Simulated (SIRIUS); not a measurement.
MgS (Niningerite) under changes of volume

One of the cells (17.962 Å³/atom); the others are scaled copies at fixed shape and fractional positions:

```xyz
2
Lattice="0.0000 2.6189 2.6189 2.6189 0.0000 2.6189 2.6189 2.6189 0.0000" Properties=species:S:1:pos:R:3 pbc="T T T"
S     2.6189    2.6189    2.6189
Mg    0.0000    0.0000    0.0000
```

- Program: SIRIUS 7.12.0
- Functional: PBEsol
- Potentials or basis: all-electron FP-LAPW
- Cutoff: 158 eV
- Basis: apw+lo standard
- k mesh: 9 × 9 × 9
- Occupations: fermi-dirac, width 0.05 eV
- Spin: no spin polarisation

```csv
volume (Å³/atom),energy over the lowest point (meV/atom),gap on the mesh (eV)
16.553,10.35,2.96
16.905,3.13,2.92
17.257,0.00,2.88
17.962,?,?
18.314,10.78,2.76
18.666,20.12,2.71
```

What does the run at 17.962 Å³/atom give?

Energy over the lowest point 4.13 meV/atom; gap on the mesh 2.80 eV.

Worked out: A Birch-Murnaghan fit of order 3 (a polynomial in V^(-2/3)) to the other rows has its minimum at 17.39 Å³/atom with B0 = V·E''(V) = 78 GPa and B' = 4.0. It gives 4.13 meV/atom at 17.962 Å³/atom, against the run's 4.13. A straight line through the other rows of the gap, of slope -2.06 eV per unit of ln V, gives 2.79 eV, against the run's 2.80.

Energies are extrapolated to zero smearing.

Caveats: an odd mesh through Γ misses points on the zone boundary, where band edges often lie.
